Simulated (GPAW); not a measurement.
# EuS (Fm-3m) in GPAW: settings compared

Aim: see how the results for EuS move with the level of theory and the settings. Levels: mBEEF, PBE. Tasks: band structure.

Program: GPAW 26.7.0. These are calculated values, not measurements. Logs are shortened: lines on timing, memory, paths and dates and some standing lists are left out, and cuts for length are marked. The log counts tension as positive stress, the text compression.

**The experiment to reproduce.**

From “Crystal-field mediated electronic transitions of EuS up to 35 GPa”, 2022, pmc:8786971, for a powder of EuS at 300 K: band gap 1.72 eV (optical).

How close the calculation comes is told below.

### 1 The structure

Symmetry: Fm-3m, No. 225, cubic system. The conventional cell has a = 5.957 Å, b = 5.957 Å, c = 5.957 Å, α = 90.00°, β = 90.00°, γ = 90.00°. Around Eu (site symmetry m-3m) lie 6 S at 2.98 Å. S (site symmetry m-3m) is surrounded by 6 Eu at 2.98 Å.

### 2 Band structure, mBEEF, collinear spin, ferromagnetic start, spin-orbit coupling

run.py

```python
import numpy as np
from ase.dft.bandgap import bandgap
from ase.io import read, write
from ase.units import GPa
from gpaw import GPAW, PW
from gpaw.spinorbit import soc_eigenstates

atoms = read('EuS.xyz')
atoms.set_initial_magnetic_moments([7.0, 0.0])

calc = GPAW(mode=PW(800),
            xc='mBEEF',
            kpts={'size': (6, 6, 6), 'gamma': True},
            occupations={'name': 'fermi-dirac', 'width': 0.05},
            nbands=25,
            convergence={'density': 1e-05, 'energy': 1e-05},
            maxiter=150,
            txt='gpaw.txt')
atoms.calc = calc
energy = atoms.get_potential_energy()
forces = atoms.get_forces()
stress = atoms.get_stress()
calc.write('gs.gpw')
write('result.traj', atoms)
print(f'Energy: {energy:.6f} eV')
print('Forces (eV/A):')
print(forces.round(4))
print('Stress (GPa):', (stress / GPa).round(3))
print('Moments:', calc.get_magnetic_moments().round(3))
print('Fermi level:', round(calc.get_fermi_level(), 4), 'eV')
print(f'Gap: {bandgap(calc)[0]:.4f} eV, direct: {bandgap(calc, direct=True)[0]:.4f} eV')

path = atoms.cell.bandpath('GXWKGLUWLK,UX', npoints=80, eps=1e-4)
bs_calc = calc.fixed_density(kpts=path, symmetry='off', nbands=39,
                             convergence={'bands': 'CBM+6.0', 'eigenstates': 1e-6}, txt='bands.txt')
bs = bs_calc.band_structure()
bs.write('bs.json')
print(f'Gap on the path: {bandgap(bs_calc)[0]:.4f} eV')

soc = soc_eigenstates(bs_calc, theta=0, phi=0, ignore_xc_potential=True)
np.savetxt('soc_bands.dat', soc.eigenvalues(), fmt='%.4f')
mesh = soc_eigenstates('gs.gpw', theta=0, phi=0, ignore_xc_potential=True)
np.savetxt('soc_mesh.dat', mesh.eigenvalues(), fmt='%.4f')
print('Fermi level with spin-orbit coupling:', round(mesh.fermi_level, 4), 'eV')
```

EuS.xyz

```xyz
2
Lattice="0.0000000000 2.9785000000 2.9785000000 2.9785000000 0.0000000000 2.9785000000 2.9785000000 2.9785000000 0.0000000000" Properties=species:S:1:pos:R:3 pbc="T T T"
Eu     0.0000000000      0.0000000000      0.0000000000
S      2.9785000000      2.9785000000      2.9785000000
```

Potentials or basis: GPAW PAW data sets (gpaw-data 1.2.1), pw.

On the command line:

```
$ OMP_NUM_THREADS=1 python run.py
```

gpaw.txt:

```text
__  _  _
 | _ |_)|_||  |
 |__||  | ||/\| - 26.7.0

Input parameters:
  mode=PW(ecut=800.0),
  convergence={'density': 1e-05, 'energy': 1e-05},
  kpts=MonkhorstPack(size=(6, 6, 6), gamma=True),
  maxiter=150,
  nbands=25,
  occupations=Occupations(name='fermi-dirac', width=0.05),
  xc=XC(name='mBEEF')

Diagonalizing LCAO Hamiltonian
Converting LCAO to pw mode

                S

       Eu

Atoms  # Å, Bohr magnetons
|   | symbol |        x |        y |        z |    initial magnetic moments |
|---|--------|----------|----------|----------|-----------------------------|
| 0 |     Eu | 0.000000 | 0.000000 | 0.000000 | ( 0.0000,  0.0000,  7.0000) |
| 1 |      S | 2.978500 | 2.978500 | 2.978500 | ( 0.0000,  0.0000,  0.0000) |

Unit cell  # Å
| periodic |        x |        y |        z |  lengths |    angles |
|----------|----------|----------|----------|----------|-----------|
|      yes | 0.000000 | 2.978500 | 2.978500 | 4.212235 | 60.000000 |
|      yes | 2.978500 | 0.000000 | 2.978500 | 4.212235 | 60.000000 |
|      yes | 2.978500 | 2.978500 | 0.000000 | 4.212235 | 60.000000 |

Number of symmetries: 48
Symmetry operations  # r_c * U_cc + t_c -> r_c
|    | kind |            matrix            |
|----|------|------------------------------|
|  0 |  σ   |  1, 0, 0,  1, 0,-1,  1,-1, 0 |
|  1 |  C2  |  1, 0, 0,  1,-1, 0,  1, 0,-1 |
|  2 |  E   |  1, 0, 0,  0, 1, 0,  0, 0, 1 |
|  3 |  σ   |  1, 0, 0,  0, 0, 1,  0, 1, 0 |
|  4 |  C4  |  1, 0,-1,  1, 0, 0,  1,-1, 0 |
|  5 |  S6  |  1, 0,-1,  1,-1, 0,  1, 0, 0 |
|  6 |  σ   |  1, 0,-1,  0, 1,-1,  0, 0,-1 |
|  7 |  C3  |  1, 0,-1,  0, 0,-1,  0, 1,-1 |
|  8 |  S6  |  1,-1, 0,  1, 0, 0,  1, 0,-1 |
|  9 |  C4  |  1,-1, 0,  1, 0,-1,  1, 0, 0 |
| 10 |  C3  |  1,-1, 0,  0,-1, 1,  0,-1, 0 |
| 11 |  σ   |  1,-1, 0,  0,-1, 0,  0,-1, 1 |
| 12 |  σ   |  0, 1, 0,  1, 0, 0,  0, 0, 1 |
| 13 |  C4  |  0, 1, 0,  0, 1,-1, -1, 1, 0 |
| 14 |  C3  |  0, 1, 0,  0, 0, 1,  1, 0, 0 |
| 15 |  S6  |  0, 1, 0, -1, 1, 0,  0, 1,-1 |
| 16 |  C2  |  0, 1,-1,  1, 0,-1,  0, 0,-1 |
| 17 |  σ   |  0, 1,-1,  0, 1, 0, -1, 1, 0 |
| 18 |  S4  |  0, 1,-1,  0, 0,-1,  1, 0,-1 |
| 19 |  C4  |  0, 1,-1, -1, 1, 0,  0, 1, 0 |
| 20 |  C3  |  0, 0, 1,  1, 0, 0,  0, 1, 0 |
| 21 |  σ   |  0, 0, 1,  0, 1, 0,  1, 0, 0 |
| 22 |  S6  |  0, 0, 1,  0,-1, 1, -1, 0, 1 |
| 23 |  C4  |  0, 0, 1, -1, 0, 1,  0,-1, 1 |
| 24 |  S4  |  0, 0,-1,  1, 0,-1,  0, 1,-1 |
| 25 |  C3  |  0, 0,-1,  0, 1,-1,  1, 0,-1 |
| 26 |  C2  |  0, 0,-1,  0,-1, 0, -1, 0, 0 |
| 27 |  S6  |  0, 0,-1, -1, 0, 0,  0,-1, 0 |
| 28 |  S4  |  0,-1, 1,  1,-1, 0,  0,-1, 0 |
| 29 |  C4  |  0,-1, 1,  0, 0, 1, -1, 0, 1 |
| 30 |  C2  |  0,-1, 1,  0,-1, 0,  1,-1, 0 |
| 31 |  σ   |  0,-1, 1, -1, 0, 1,  0, 0, 1 |
| 32 |  C3  |  0,-1, 0,  1,-1, 0,  0,-1, 1 |
| 33 |  S6  |  0,-1, 0,  0, 0,-1, -1, 0, 0 |
| 34 |  S4  |  0,-1, 0,  0,-1, 1,  1,-1, 0 |
| 35 |  C2  |  0,-1, 0, -1, 0, 0,  0, 0,-1 |
| 36 |  C2  | -1, 1, 0,  0, 1, 0,  0, 1,-1 |
| 37 |  S6  | -1, 1, 0,  0, 1,-1,  0, 1, 0 |
| 38 |  S4  | -1, 1, 0, -1, 0, 1, -1, 0, 0 |
| 39 |  C3  | -1, 1, 0, -1, 0, 0, -1, 0, 1 |
| 40 |  S6  | -1, 0, 1,  0, 0, 1,  0,-1, 1 |
| 41 |  C2  | -1, 0, 1,  0,-1, 1,  0, 0, 1 |
| 42 |  C3  | -1, 0, 1, -1, 1, 0, -1, 0, 0 |
| 43 |  S4  | -1, 0, 1, -1, 0, 0, -1, 1, 0 |
| 44 |  C2  | -1, 0, 0,  0, 0,-1,  0,-1, 0 |
| 45 |  i   | -1, 0, 0,  0,-1, 0,  0, 0,-1 |
| 46 |  σ   | -1, 0, 0, -1, 1, 0, -1, 0, 1 |
| 47 |  C2  | -1, 0, 0, -1, 0, 1, -1, 1, 0 |

BZ-sampling:
  Number of BZ points: 216
  Number of IBZ points: 16

  Monkhorst-Pack size: [6, 6, 6]
  Monkhorst-Pack shift: [0.08333333333333333, 0.08333333333333333, 0.08333333333333333]

K-points  # in reciprocal-cell coordinates
|     |                                coordinates |     weight |
|-----|--------------------------------------------|------------|
|   0 | (  0.00000000,   0.00000000,   0.00000000) | 0.00462963 |
|   1 | (  0.16666667,   0.16666667,   0.00000000) | 0.02777778 |
|   2 | (  0.16666667,   0.16666667,   0.16666667) | 0.03703704 |
|   3 | (  0.33333333,   0.16666667,   0.16666667) | 0.05555556 |
|   4 | (  0.33333333,   0.33333333,  -0.33333333) | 0.05555556 |
|   5 | (  0.33333333,   0.33333333,   0.00000000) | 0.02777778 |
|   6 | (  0.33333333,   0.33333333,   0.16666667) | 0.11111111 |
|   7 | (  0.33333333,   0.33333333,   0.33333333) | 0.03703704 |
|   8 | (  0.50000000,   0.33333333,  -0.33333333) | 0.11111111 |
|   9 | (  0.50000000,   0.33333333,  -0.16666667) | 0.05555556 |
| ... |                                            |            |
|  15 | (  0.50000000,   0.50000000,   0.50000000) | 0.01851852 |

Plane wave coefficients: 2733
Cutoff: 800.0 eV

Spin-components: 2 (collinear spins)
Bands:           25
Projectors:      13
Spin-degeneracy: 1
Datatype:        complex128

Parallelization:
  kpt:    1
  domain: 1
  band:   1

Density:
  Valence electrons: 23.0
  Components: 2
  Grid points: [28 28 28]
  Charge: 0.0  # |e|

Potential:
  Grid points: [28 28 28]

species:
  Eu:
    name:    Europium
    Z:       63.0
    valence: 17
    core:    46
    charge:  0.0  # [|e|]
    compensation charges:
      type: gauss
      rc: 0.35  # [Å]
      lmax: 2
    cutoffs:
      filter: 1.17  # [Å]
      core: 1.91  # [Å]
    projectors
    | kind |    occ | energy [eV] | rcut [Å] |
    |------|--------|-------------|----------|
    |   5s |  2.000 |     -44.666 |    1.164 |
    |   6s |  2.000 |      -3.623 |    1.164 |
    |   5p |  6.000 |     -23.775 |    1.164 |
    |   6p |  0.000 |      -1.197 |    1.164 |
    |   5d |  0.000 |      -1.557 |    1.164 |
    |   4f |  7.000 |      -2.712 |    1.164 |
    |    d |        |      25.654 |    1.164 |
    |    f |        |      24.500 |    1.164 |

    Using partial waves for Eu as LCAO basis

  S:
    name:    Sulfur
    Z:       16.0
    valence: 6
    core:    10
    charge:  0.0  # [|e|]
    compensation charges:
      type: gauss
      rc: 0.24  # [Å]
      lmax: 2
    cutoffs:
      filter: 1.77  # [Å]
      core: 1.66  # [Å]
    projectors
    | kind |    occ | energy [eV] | rcut [Å] |
    |------|--------|-------------|----------|
    |   3s |  2.000 |     -17.254 |    0.974 |
    |   3p |  4.000 |      -7.008 |    0.979 |
    |    s |        |       9.957 |    0.974 |
    |    p |        |      20.203 |    0.979 |
    |    d |        |       0.000 |    0.900 |

    Using partial waves for S as LCAO basis

Reference energy: -305938.431509  # eV

eigensolver:
  PPCG
  Converge bands: occupied
  niter=2

density mixing:
  MSR1-Mixer
  Pratt-step length: 0.05
  Maximum mixing coefficient: 0.75
  Old densities: 10
  SVD Regularization: 0.005
  Good broyden scale: 1.0
  Trust region scale: 1.0
  Backstep threshold: 4.0
  History deletion threshold: 6.0
  Fourier metric: weight=20.0, sigma=0.015

occupation numbers:
  Fermi-Dirac:
    width: 0.0500  # eV

poisson solver:
  ecut: 6400.0  # eV

xc functional:
  name: mBEEF with 2 nearest neighbor stencil

convergence criteria:
- Maximum integral of absolute [dens]ity change: 1e-05 electrons / valence electron
- Maximum [total energy] change in last 3 cyles: 1e-05 eV / valence electron
- Maximum integral of absolute [eigenst]ate change: 4e-08 eV^2 / valence electron
maximum number of iterations: 150

SCF iterations
|iter     | |      energy | eigst |  dens |  magmom |
|---------|-|-------------|-------|-------|---------|
|iter:   1| | -260.108723 | -0.33 |       |  +7.0100|
|iter:   2| | -243.754192 | -0.54 | -0.97 |  +6.9921|
|iter:   3| | -243.647777 | -2.25 | -1.07 |  +6.9926|
|iter:   4| | -243.533716 | -2.22 | -1.11 |  +6.9946|
|iter:   5| | -243.565680 | -2.08 | -1.30 |  +6.9976|
|iter:   6| | -243.618090 | -2.81 | -1.52 |  +7.0017|
|iter:   7| | -243.645477 | -2.56 | -1.59 |  +7.0120|
|iter:   8| | -243.656340 | -2.87 | -2.00 |  +7.0094|
|iter:   9| | -243.656063 | -4.65 | -2.35 |  +7.0041|
|iter:  10| | -243.655429 | -4.23 | -2.45 |  +6.9922|
|iter:  11| | -243.655304 | -5.38 | -2.84 |  +6.9933|
|iter:  12| | -243.655088 | -4.95 | -3.00 |  +6.9978|
|iter:  13| | -243.655101c| -6.43 | -3.61 |  +6.9992|
|iter:  14| | -243.655095c| -6.14 | -3.86 |  +7.0001|
|iter:  15| | -243.655096c| -8.23c| -4.39 |  +7.0001|
|iter:  16| | -243.655095c| -8.21c| -4.71 |  +7.0000|
|iter:  17| | -243.655096c| -8.48c| -5.41c|  +7.0000|

Converged in 17 steps
Energy contributions relative to reference atoms: (reference = -305938.431509)

Energy contributions:
  Kinetic:          60.836663
  Coulomb:         -54.609711
  Zero:             -0.346327
  External:          0.000000
  Xc:             -249.532986
  Entropy:          -0.005470
  Spinorbit:         0.000000
  ----------------------------
  Free energy:    -243.657830
  Extrapolated:   -243.655096

dipole moment: (-32.713406, -32.713406, -32.713406)  # |e|*Ang

Total magnetic moment: (0.000000, 0.000000, 6.999990)

Local magnetic moments
|        x |        y |         z |
|----------|----------|-----------|
| 0.000000 | 0.000000 |  6.700540 |  # Eu   0
| 0.000000 | 0.000000 | -0.079530 |  # S    1

Fermi level: 7.736
Eigenvalues  # (at kpt = [0.000, 0.000, 0.000])
| band index |      eig [eV] | occ [0-1] |      eig [eV] | occ [0-1] |
|------------|---------------|-----------|---------------|-----------|
|          0 |       -33.955 |     1.000 |       -31.187 |     1.000 |
|        ... |               |           |               |           |
|          4 |        -6.498 |     1.000 |        -6.530 |     1.000 |
|          5 |         4.757 |     1.000 |         4.865 |     1.000 |
|          6 |         4.757 |     1.000 |         4.865 |     1.000 |
|          7 |         4.757 |     1.000 |         4.865 |     1.000 |
|          8 |         7.259 |     1.000 |        10.244 |     0.000 |
|          9 |         7.408 |     0.999 |        10.244 |     0.000 |
|         10 |         7.408 |     0.999 |        10.244 |     0.000 |
|         11 |         7.408 |     0.999 |        10.272 |     0.000 |
|         12 |         7.711 |     0.620 |        11.157 |     0.000 |
|         13 |         7.711 |     0.620 |        11.157 |     0.000 |
|         14 |         7.711 |     0.620 |        13.016 |     0.000 |
|         15 |         9.211 |     0.000 |        13.739 |     0.000 |
|         16 |         9.211 |     0.000 |        13.739 |     0.000 |
|         17 |         9.211 |     0.000 |        13.739 |     0.000 |
|         18 |         9.326 |     0.000 |        13.892 |     0.000 |
|        ... |               |           |               |           |
|         24 |        20.690 |     0.000 |        21.652 |     0.000 |

No gap
No difference between direct/indirect transitions

Forces  # eV/Ang
|       x |        y |        z |
|---------|----------|----------|
| 0.00000 | -0.00000 | -0.00000 |  # Eu   0
| 0.00000 |  0.00000 | -0.00000 |  # S    1

Stress tensor  # eV/Ang^3
|        x |        y |        z |
|----------|----------|----------|
| 0.002529 | 0.000000 | 0.000000 |
| 0.000000 | 0.002529 | 0.000000 |
| 0.000000 | 0.000000 | 0.002529 |

# Writing to gs.gpw (mode='')
```

It took 8.5 min on 1 thread of Intel Xeon Platinum 8488C (Sapphire Rapids), shared host; peak memory 1.5 GiB.

What came out:

```yaml
Free_energy: -243.6578 eV
Pressure: -0.4 GPa
Band_gap_along_the_path: none (metal or under the smearing width)
Net_moment: 7.00 μB per cell
Site_moments: Eu +6.70; S -0.08 μB
```

Levels at the corners of the path, in eV from the Fermi level:
```
point  band 19  band 20  band 21  band 22  band 23  band 24  band 25  band 26  band 27  band 28
    Γ    -0.48    -0.34    -0.18    -0.15     0.04     1.32     1.35     1.39     1.47     2.10
    X    -0.57    -0.50    -0.41    -0.29    -0.23    -0.22     0.39     3.23     3.73     4.53
    W    -0.58    -0.53    -0.40    -0.33    -0.24     2.17     2.17     2.81     2.81     3.86
    K    -0.59    -0.53    -0.42    -0.33    -0.22     1.03     1.68     3.92     4.29     4.30
    Γ    -0.48    -0.34    -0.18    -0.15     0.04     1.32     1.35     1.39     1.47     2.10
    L    -0.63    -0.51    -0.43    -0.33    -0.24     3.47     3.52     3.60     3.88     3.92
    U    -0.61    -0.51    -0.41    -0.30    -0.24     1.03     1.68     3.92     4.22     4.37
    W    -0.58    -0.53    -0.40    -0.33    -0.24     2.17     2.17     2.81     2.81     3.86
    L    -0.63    -0.51    -0.43    -0.33    -0.24     3.47     3.52     3.60     3.88     3.92
    K    -0.59    -0.53    -0.42    -0.33    -0.22     1.03     1.68     3.92     4.29     4.30
    U    -0.61    -0.51    -0.41    -0.30    -0.24     1.03     1.68     3.92     4.22     4.37
    X    -0.57    -0.50    -0.41    -0.29    -0.23    -0.22     0.39     3.23     3.73     4.53
```

Caveat: one-centre terms of the f shell are cut off; spin-orbit coupling was added after a scalar SCF, so levels and gaps hold it while energy, forces, pressure and moments don't; this program's spin-orbit splittings come out too wide for heavy elements; the PAW data sets were made with another functional, which shifts forces and pressure a little; a cell with one magnetic atom can't hold antiferromagnetic order, which such compounds often take; without U or exact exchange the open f shell lies at the Fermi level, which spoils levels, moments and volumes. The state reached can hang on the start; a lower one may exist.

### 3 Band structure, PBE, collinear spin, ferromagnetic start, spin-orbit coupling

run.py, as its differences from that of step 2:

```diff
@@ -7,3 +7,3 @@
 
-atoms = read('EuS.xyz')
+atoms = read('EuS.cif')
 atoms.set_initial_magnetic_moments([7.0, 0.0])
@@ -11,3 +11,3 @@
 calc = GPAW(mode=PW(800),
-            xc='mBEEF',
+            xc='PBE',
             kpts={'size': (6, 6, 6), 'gamma': True},
@@ -32,3 +32,3 @@
 
-path = atoms.cell.bandpath('GXWKGLUWLK,UX', npoints=80, eps=1e-4)
+path = atoms.cell.bandpath('GXWKGLUWLK,UX', npoints=60, eps=1e-4)
 bs_calc = calc.fixed_density(kpts=path, symmetry='off', nbands=39,
@@ -39,5 +39,5 @@
 
-soc = soc_eigenstates(bs_calc, theta=0, phi=0, ignore_xc_potential=True)
+soc = soc_eigenstates(bs_calc, theta=90, phi=0)
 np.savetxt('soc_bands.dat', soc.eigenvalues(), fmt='%.4f')
-mesh = soc_eigenstates('gs.gpw', theta=0, phi=0, ignore_xc_potential=True)
+mesh = soc_eigenstates('gs.gpw', theta=90, phi=0)
 np.savetxt('soc_mesh.dat', mesh.eigenvalues(), fmt='%.4f')
```

EuS.cif

```cif
data_EuS
_cell_length_a 4.21223510
_cell_length_b 4.21223510
_cell_length_c 4.21223510
_cell_angle_alpha 60.00000000
_cell_angle_beta 60.00000000
_cell_angle_gamma 60.00000000
_space_group_name_H-M_alt 'P1'
_space_group_name_Hall 'P 1'
_space_group_IT_number 1
loop_
_space_group_symop_operation_xyz
'x,y,z'
loop_
_atom_site_label
_atom_site_type_symbol
_atom_site_symmetry_multiplicity
_atom_site_Wyckoff_symbol
_atom_site_fract_x
_atom_site_fract_y
_atom_site_fract_z
_atom_site_occupancy
Eu1 Eu 1 a 0.0000000000 0.0000000000 0.0000000000 1
S1 S 1 a 0.5000000000 0.5000000000 0.5000000000 1
```

Potentials or basis: GPAW PAW data sets (gpaw-data 1.2.1), pw.

On the command line:

```
$ OMP_NUM_THREADS=1 python run.py
```

Wall time 2.1 min (1 thread of Intel Xeon Platinum 8488C (Sapphire Rapids), shared host); peak memory 0.6 GiB.

Results (log left out):

- Free energy: -18.3550 eV
- Pressure: -2.5 GPa
- Band gap along the path: none (metal or under the smearing width)
- Net moment: 6.97 μB per cell
- Site moments: Eu +6.61; S -0.06 μB

Levels at the corners of the path, in eV from the Fermi level:
| point | band 21 | band 22 | band 23 | band 24 | band 25 | band 26 |
| --- | --- | --- | --- | --- | --- | --- |
| Γ | -0.17 | -0.02 | 0.07 | 0.69 | 0.94 | 0.97 |
| X | -0.41 | -0.36 | -0.27 | -0.24 | -0.03 | 2.98 |
| W | -0.38 | -0.27 | -0.21 | 1.79 | 1.80 | 2.11 |
| K | -0.38 | -0.29 | -0.19 | 0.69 | 1.02 | 3.53 |
| Γ | -0.17 | -0.02 | 0.07 | 0.69 | 0.94 | 0.97 |
| L | -0.36 | -0.30 | -0.20 | 2.71 | 2.81 | 3.12 |
| U | -0.38 | -0.29 | -0.19 | 0.69 | 1.02 | 3.53 |
| W | -0.38 | -0.27 | -0.21 | 1.79 | 1.80 | 2.11 |
| L | -0.36 | -0.30 | -0.20 | 2.71 | 2.81 | 3.12 |
| K | -0.38 | -0.29 | -0.19 | 0.69 | 1.02 | 3.53 |
| U | -0.38 | -0.29 | -0.19 | 0.69 | 1.02 | 3.53 |
| X | -0.41 | -0.36 | -0.27 | -0.24 | -0.03 | 2.98 |

Caveat: one-centre terms of the f shell are cut off; spin-orbit coupling was added after a scalar SCF, so levels and gaps hold it while energy, forces, pressure and moments don't; this program's spin-orbit splittings come out too wide for heavy elements; a cell with one magnetic atom can't hold antiferromagnetic order, which such compounds often take; without U or exact exchange the open f shell lies at the Fermi level, which spoils levels, moments and volumes. The state reached can hang on the start; a lower one may exist.

### 4 Against experiment

Step 2. Against the measured gap of EuS, 1.72 eV (optical; 300 K; powder; “Crystal-field mediated electronic transitions of EuS up to 35 GPa”, 2022, pmc:8786971), the calculated 0.00 eV is off by -1.72 eV. So large a miss can be the level of theory's own, or it may mean another phase, state or a wrong row. The value is that of mBEEF, without temperature or zero-point motion. The run's magnetic order (collinear spin, ferromagnetic start, spin-orbit coupling) needn't be the measured crystal's.

Step 3. A measured gap of EuS is 1.72 eV (optical; 300 K; powder; “Crystal-field mediated electronic transitions of EuS up to 35 GPa”, 2022, pmc:8786971); the calculated 0.00 eV misses it by -1.72 eV. So large a miss can be the level of theory's own, or it may mean another phase, state or a wrong row. The value is that of PBE, without temperature or zero-point motion. Semilocal functionals fall short of measured gaps as a rule. The run's magnetic order (collinear spin, ferromagnetic start, spin-orbit coupling) needn't be the measured crystal's.
